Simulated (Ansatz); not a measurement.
**SnO2: an internal coordinate against the cell**

A grid of calculations on SnO₂ (R-3m, No. 166; 3 atoms in the cell), to see where the energy is lowest and how it rises around there.

Program: Ansatz 0.2.0. Level of theory: DFT PBE, scalar-relativistic, plane waves, PAW. These are calculated values, not measurements.

18 further runs of the same task are left out: 18 set aside as unsound or not needed.

### Step 1. The system as given

The structure is trigonal, space group R-3m (No. 166). Conventional cell: a = 3.234 Å, b = 3.234 Å, c = 14.755 Å, α = 90.00°, β = 90.00°, γ = 120.00°. Sn (site symmetry -3m) has 6 O at 2.12 Å as nearest neighbours. O (site symmetry 3m) is surrounded by 3 Sn at 2.12 Å.

Structure file:

```
CELL_PARAMETERS angstrom
1.61677 0.93344 4.91826
-1.61677 0.93344 4.91826
0.00000 -1.86688 4.91826
ATOMIC_POSITIONS crystal
Sn 0.50000 0.50000 0.50000
O 0.23488 0.23488 0.23488
O 0.76512 0.76512 0.76512
```

It goes back to an entry of the Materials Project, which need not be the stable form.

It is the result of an earlier relaxation at this level (volume 14.84 Å³/atom; gap on the mesh: 2.02 eV).

### Step 2. Setting up the map

Atoms count from 1 in the order of the input.

The energy is mapped over a free internal coordinate and the cell.

First coordinate, shift of O2 along [0 0 1], its symmetry partners moved as symmetry demands (measured in the relaxed cell): 7 values from −0.255 Å. Second coordinate, volume per atom at fixed shape: 7 values from 13.657 to 16.032 Å³.

Nothing else is relaxed (all other coordinates fixed). Energies count from the relaxed crystal. Points are written as (first, second).

Below, 8 of the grid's runs; all are launched alike.

### Step 3. The run at (−0.255 Å, 15.637 Å³)

Contents of input.yaml:

```yaml
crystal:
  lattice:
    - [1.6450283737, 0.9497575744, 5.0042302243]
    - [-1.6450283737, 0.9497575744, 5.0042302243]
    - [0.0, -1.8995151487, 5.0042302243]
  atoms:
    - { symbol: Sn, position: [0.5, 0.5, 0.5] }
    - { symbol: O, position: [0.2176001231, 0.2176001231, 0.2176001231] }
    - { symbol: O, position: [0.7823998769, 0.7823998769, 0.7823998769] }
basis:
  ecutwfc: 520.0
kpoints:
  mp_grid: { grid: [12, 12, 12] }
hamiltonian:
  xc: pbe
  pseudopotentials: { kind: paw, azcp: { folder: soft_1 } }
scf:
  occupations: { method: gaussian, width: 0.05 }
output:
  forces: true
  stress: true
  eigenvalues: true
```

On the command line:

```bash
$ ansatz run input.yaml --threads 1 --pin off --max-ram 2048MiB --backend cpu --events-out ev --progress --plain --runs-dir out
```

The program printed, shortened:

```text
Warning: RAYON_NUM_THREADS=1 ignored (pool sized by the plan → 1); use --threads N
[...]
Pseudopotentials: kind: paw
Pseudopotential: Sn, paw, valence charge 14, recommended cutoff 420 eV (normal), <dir>
Pseudopotential: O, paw, valence charge 6, recommended cutoff 420 eV (normal), <dir>
Functional definition: PBE
[...]
Crystal: 3 atoms, lattice volume = 46.911 Å³
Basis set: ecut = 520 eV, 1237 PW (Γ), FFT grids on a1−a3, a2−a3, a3, exchange–correlation on 50×50×80 points (8 copies of the dense FFT grid, shifted against one another)
Bands: 17, of which v1, the nominal top of the filled ones, is band 13 counted from 1 (12 counted from 0)
Symmetry: 12 space group operations
Space group: R-3m (ITA 166), of the structure as read, at distance tolerance 3.6e-5 Å
k-points: 189 of 1728
[...]
SCF iter   1: F=—  HF=-7158.658978 eV  |F-HF|=—  |Δ(HF+E_count)|=         —  Δρ=7.57e-2  dr2=2.61e0  ethr=3.10e-3  ⟨swp⟩=6.2  Hψ=19139  notcnv=0
[...]
SCF iter   8: F=-7157.978698 eV  HF=-7157.978698 eV  |F-HF|=1.18e-9  |Δ(HF+E_count)|=   1.83e-8  Δρ=2.42e-6  dr2=1.41e-9  ethr=3.85e-10  ⟨swp⟩=7.4  Hψ=16405  notcnv=0
[...]
SCF converged after 8 iterations
Free energy (F): -7157.978698 eV
[...]
E sigma→0 (E₀):  -7157.978698 eV
Fermi energy:    6.370243 eV
[...]
--- Forces (eV/Å), atoms counted from 1 ---
  atom   1  Sn     0.00000000    -0.00000000    -0.00000000
  atom   2  O      0.00000000     0.00000000     2.97214085
  atom   3  O      0.00000000    -0.00000000    -2.97214085
[...]
--- Stress (GPa, compression-positive) ---
       13.943896       0.000000       0.000000
       -0.000000      13.943896       0.000000
        0.000000       0.000000      15.004022
  P = ⅓ Tr σ = 14.2973 GPa (142.973 kbar)
--- Band table (eV; the first three rows and the last of 189) ---
  k-point 0: bands = ["-15.1094", "-14.4007", "-14.4007", "-14.1563", "-14.1563", "-12.7632", "-10.5458", "2.7124", "3.6665", "3.6665", "3.9059", "3.9059", "4.3039", "7.3406", "11.7621", "14.8992", "16.5092"]
[...]
```

It took 21 s on 1 thread of Arm Neoverse N1, shared host; peak memory 0.42 GiB.

That is 220 meV/atom from the zero.

### Step 4. Point (−0.255 Å, 14.053 Å³)

input.yaml, as its differences from that of step 3:

```diff
@@ -2,5 +2,5 @@
   lattice:
-    - [1.6450283737, 0.9497575744, 5.0042302243]
-    - [-1.6450283737, 0.9497575744, 5.0042302243]
-    - [0.0, -1.8995151487, 5.0042302243]
+    - [1.5874934052, 0.9165397449, 4.8292069647]
+    - [-1.5874934052, 0.9165397449, 4.8292069647]
+    - [0.0, -1.8330794897, 4.8292069648]
   atoms:
```

On the command line:

```bash
$ ansatz run input.yaml --threads 1 --pin off --max-ram 2048MiB --backend cpu --events-out ev --progress --plain --runs-dir out
```

The program printed, shortened:

```text
[...]
SCF converged after 7 iterations
Free energy (F): -7157.224190 eV
[...]
E sigma→0 (E₀):  -7157.224190 eV
Fermi energy:    8.094657 eV
[...]
--- Forces (eV/Å), atoms counted from 1 ---
  atom   1  Sn     0.00000000     0.00000000     0.00000000
  atom   2  O      0.00000000     0.00000000     4.90124552
  atom   3  O      0.00000000    -0.00000000    -4.90124552
[...]
--- Stress (GPa, compression-positive) ---
       44.631569       0.000000       0.000000
        0.000000      44.631569      -0.000000
        0.000000      -0.000000      27.057039
  P = ⅓ Tr σ = 38.7734 GPa (387.734 kbar)
--- Band table (eV; the first three rows and the last of 189) ---
  k-point 0: bands = ["-14.2759", "-13.0049", "-13.0049", "-12.5799", "-12.5799", "-11.5730", "-9.4737", "3.9282", "4.8421", "4.8421", "5.2680", "5.2680", "5.3456", "9.4806", "13.7651", "16.9635", "18.7616"]
[...]
```

It took 18 s on 1 thread of Arm Neoverse N1, shared host; peak memory 0.41 GiB.

On the map this point reads 471 meV/atom.

### Step 5. Point (0.170 Å, 15.241 Å³)

Contents of input.yaml:

```yaml
crystal:
  lattice:
    - [1.6310229378, 0.9416715322, 4.9616252294]
    - [-1.6310229378, 0.9416715322, 4.9616252294]
    - [0.0, -1.8833430644, 4.9616252294]
  atoms:
    - { symbol: Sn, position: [0.5, 0.5, 0.5] }
    - { symbol: O, position: [0.246404375, 0.246404375, 0.246404375] }
    - { symbol: O, position: [0.753595625, 0.753595625, 0.753595625] }
basis:
  ecutwfc: 520.0
kpoints:
  mp_grid: { grid: [12, 12, 12] }
hamiltonian:
  xc: pbe
  pseudopotentials: { kind: paw, azcp: { folder: soft_1 } }
scf:
  occupations: { method: gaussian, width: 0.05 }
output:
  forces: true
  stress: true
  eigenvalues: true
```

On the command line:

```bash
$ ansatz run input.yaml --threads 1 --pin off --max-ram 2048MiB --backend cpu --events-out ev --progress --plain --runs-dir out
```

The program printed, shortened:

```text
[...]
SCF converged after 8 iterations
Free energy (F): -7158.186261 eV
[...]
E sigma→0 (E₀):  -7158.186261 eV
Fermi energy:    6.216054 eV
[...]
--- Forces (eV/Å), atoms counted from 1 ---
  atom   1  Sn    -0.00000000    -0.00000000     0.00000000
  atom   2  O     -0.00000000    -0.00000000    -2.21831124
  atom   3  O      0.00000000     0.00000000     2.21831124
[...]
--- Stress (GPa, compression-positive) ---
      -10.922550       0.000000      -0.000000
        0.000000     -10.922550      -0.000000
        0.000000      -0.000000     -17.565967
  P = ⅓ Tr σ = -13.1370 GPa (-131.370 kbar)
--- Band table (eV; the first three rows and the last of 189) ---
  k-point 0: bands = ["-14.5229", "-14.5006", "-14.5006", "-14.3492", "-14.3492", "-11.8596", "-10.4858", "0.7400", "4.6354", "4.6354", "4.8830", "4.8830", "5.4808", "6.9513", "10.8308", "16.0185", "16.0185"]
[...]
```

Run time: 23 s. Hardware: 1 thread of Arm Neoverse N1, shared host; peak memory 0.42 GiB.

Energy on the map's scale: 150 meV/atom.

### Step 6. Grid point (−0.085 Å, 14.053 Å³)

Contents of input.yaml:

```yaml
crystal:
  lattice:
    - [1.5874934052, 0.9165397449, 4.8292069647]
    - [-1.5874934052, 0.9165397449, 4.8292069647]
    - [0.0, -1.8330794897, 4.8292069648]
  atoms:
    - { symbol: Sn, position: [0.5, 0.5, 0.5] }
    - { symbol: O, position: [0.2291218238, 0.2291218238, 0.2291218238] }
    - { symbol: O, position: [0.7708781762, 0.7708781762, 0.7708781762] }
basis:
  ecutwfc: 520.0
kpoints:
  mp_grid: { grid: [12, 12, 12] }
hamiltonian:
  xc: pbe
  pseudopotentials: { kind: paw, azcp: { folder: soft_1 } }
scf:
  occupations: { method: gaussian, width: 0.05 }
output:
  forces: true
  stress: true
  eigenvalues: true
```

On the command line:

```bash
$ ansatz run input.yaml --threads 1 --pin off --max-ram 2048MiB --backend cpu --events-out ev --progress --plain --runs-dir out
```

The program printed, shortened:

```text
Warning: RAYON_NUM_THREADS=1 ignored (pool sized by the plan → 1); use --threads N
[...]
Pseudopotentials: kind: paw
Pseudopotential: Sn, paw, valence charge 14, recommended cutoff 420 eV (normal), <dir>
Pseudopotential: O, paw, valence charge 6, recommended cutoff 420 eV (normal), <dir>
Functional definition: PBE
[...]
Crystal: 3 atoms, lattice volume = 42.159 Å³
Basis set: ecut = 520 eV, 1133 PW (Γ), FFT grids on a1−a3, a2−a3, a3, exchange–correlation on 48×48×80 points (8 copies of the dense FFT grid, shifted against one another)
Bands: 17, of which v1, the nominal top of the filled ones, is band 13 counted from 1 (12 counted from 0)
Symmetry: 12 space group operations
Space group: R-3m (ITA 166), of the structure as read, at distance tolerance 3.5e-5 Å
k-points: 189 of 1728
[...]
SCF iter   1: F=—  HF=-7158.917896 eV  |F-HF|=—  |Δ(HF+E_count)|=         —  Δρ=7.49e-2  dr2=2.15e0  ethr=3.10e-3  ⟨swp⟩=6.3  Hψ=19114  notcnv=0
[...]
SCF iter   8: F=-7158.360991 eV  HF=-7158.360991 eV  |F-HF|=5.23e-10  |Δ(HF+E_count)|=   3.91e-8  Δρ=1.43e-6  dr2=4.91e-10  ethr=9.41e-11  ⟨swp⟩=2.3  Hψ=11220  notcnv=0
[...]
SCF converged after 8 iterations
Free energy (F): -7158.360991 eV
[...]
E sigma→0 (E₀):  -7158.360991 eV
Fermi energy:    7.774668 eV
[...]
--- Forces (eV/Å), atoms counted from 1 ---
  atom   1  Sn    -0.00000000     0.00000000     0.00000000
  atom   2  O      0.00000000     0.00000000     1.96208267
  atom   3  O      0.00000000    -0.00000000    -1.96208267
[...]
--- Stress (GPa, compression-positive) ---
       19.196861       0.000000       0.000000
        0.000000      19.196861      -0.000000
        0.000000      -0.000000      13.406229
  P = ⅓ Tr σ = 17.2667 GPa (172.667 kbar)
--- Band table (eV; the first three rows and the last of 189) ---
  k-point 0: bands = ["-13.7416", "-13.1845", "-13.1845", "-12.8947", "-12.8947", "-11.7426", "-9.7789", "3.0703", "4.9713", "4.9713", "5.4703", "5.4703", "5.9798", "9.0659", "12.8497", "17.7212", "18.2568"]
[...]
```

It took 22 s on 1 thread of Arm Neoverse N1, shared host; peak memory 0.41 GiB.

On the map this point reads 92 meV/atom.

### Step 7. Point (0.000 Å, 15.241 Å³)

Contents of input.yaml:

```yaml
crystal:
  lattice:
    - [1.6310229378, 0.9416715322, 4.9616252294]
    - [-1.6310229378, 0.9416715322, 4.9616252294]
    - [0.0, -1.8833430644, 4.9616252294]
  atoms:
    - { symbol: Sn, position: [0.5, 0.5, 0.5] }
    - { symbol: O, position: [0.2348826742, 0.2348826742, 0.2348826742] }
    - { symbol: O, position: [0.7651173258, 0.7651173258, 0.7651173258] }
basis:
  ecutwfc: 520.0
kpoints:
  mp_grid: { grid: [12, 12, 12] }
hamiltonian:
  xc: pbe
  pseudopotentials: { kind: paw, azcp: { folder: soft_1 } }
scf:
  occupations: { method: gaussian, width: 0.05 }
output:
  forces: true
  stress: true
  eigenvalues: true
```

On the command line:

```bash
$ ansatz run input.yaml --threads 1 --pin off --max-ram 2048MiB --backend cpu --events-out ev --progress --plain --runs-dir out
```

The program printed, shortened:

```text
Warning: RAYON_NUM_THREADS=1 ignored (pool sized by the plan → 1); use --threads N
[...]
Pseudopotentials: kind: paw
Pseudopotential: Sn, paw, valence charge 14, recommended cutoff 420 eV (normal), <dir>
Pseudopotential: O, paw, valence charge 6, recommended cutoff 420 eV (normal), <dir>
Functional definition: PBE
[...]
Crystal: 3 atoms, lattice volume = 45.723 Å³
Basis set: ecut = 520 eV, 1213 PW (Γ), FFT grids on a1−a3, a2−a3, a3, exchange–correlation on 50×50×80 points (8 copies of the dense FFT grid, shifted against one another)
Bands: 17, of which v1, the nominal top of the filled ones, is band 13 counted from 1 (12 counted from 0)
Symmetry: 12 space group operations
Space group: R-3m (ITA 166), of the structure as read, at distance tolerance 3.6e-5 Å
k-points: 189 of 1728
[...]
SCF iter   1: F=—  HF=-7158.939632 eV  |F-HF|=—  |Δ(HF+E_count)|=         —  Δρ=5.90e-2  dr2=1.31e0  ethr=3.10e-3  ⟨swp⟩=6.2  Hψ=18930  notcnv=0
[...]
SCF iter   7: F=-7158.624300 eV  HF=-7158.624300 eV  |F-HF|=2.55e-8  |Δ(HF+E_count)|=   1.28e-6  Δρ=8.67e-6  dr2=1.35e-8  ethr=3.85e-10  ⟨swp⟩=7.6  Hψ=17598  notcnv=0
[...]
SCF converged after 7 iterations
Free energy (F): -7158.624300 eV
[...]
E sigma→0 (E₀):  -7158.624300 eV
Fermi energy:    6.379054 eV
[...]
--- Forces (eV/Å), atoms counted from 1 ---
  atom   1  Sn    -0.00000000     0.00000000     0.00000000
  atom   2  O     -0.00000000    -0.00000000    -0.26619107
  atom   3  O      0.00000000     0.00000000     0.26619107
[...]
--- Stress (GPa, compression-positive) ---
       -4.130912       0.000000       0.000000
        0.000000      -4.130912       0.000000
        0.000000       0.000000      -2.006065
  P = ⅓ Tr σ = -3.4226 GPa (-34.226 kbar)
--- Band table (eV; the first three rows and the last of 189) ---
  k-point 0: bands = ["-14.5363", "-14.3553", "-14.3553", "-14.1973", "-14.1973", "-12.3222", "-10.6030", "1.6347", "4.2191", "4.2191", "4.5770", "4.5770", "5.2954", "7.3079", "11.0950", "16.3100", "16.3100"]
[...]
```

Run time: 19 s. Hardware: 1 thread of Arm Neoverse N1, shared host; peak memory 0.42 GiB.

On the map this point reads 4.3 meV/atom.

(Part 1 of 2 ends here.)
